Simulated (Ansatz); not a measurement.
Computed with Ansatz (plane waves, PAW, 420 eV cutoff): PBE, scalar-relativistic, no spin polarisation, Γ-centred 12×12×8 mesh, 0.05 eV Gaussian smearing; PAW files: Ansatz's generated set soft_2.

A compound XN has these computed properties.

- Space group: P6_3mc (No. 186)
- Conventional cell: a = 3.218 Å, b = 3.218 Å, c = 5.243 Å, α = 90.00°, β = 90.00°, γ = 120.00°
- Volume: 11.76 Å³/atom
- Band gap: 1.71 eV
- Smallest direct gap: 1.71 eV
- Bader charges: X 1.55; N -1.55 e
- Formation energy from the elements (0 K, uncorrected): -0.44 eV/atom
- Bulk modulus (Birch–Murnaghan): 172 GPa
- Pressure derivative B0′: 4.4

Sites: X on 2b, N on 2b.

Which element is X?
A. As
B. Ge
C. Zn
D. Ga

D. X is Ga, so the compound is GaN.

The chain of runs began from a cell as deposited in COD, expanded in volume. Of that entry: the entry's cell lengths or inner coordinates differ somewhat from later room-temperature determinations.

Semilocal functionals underestimate band gaps, commonly by a third or more.
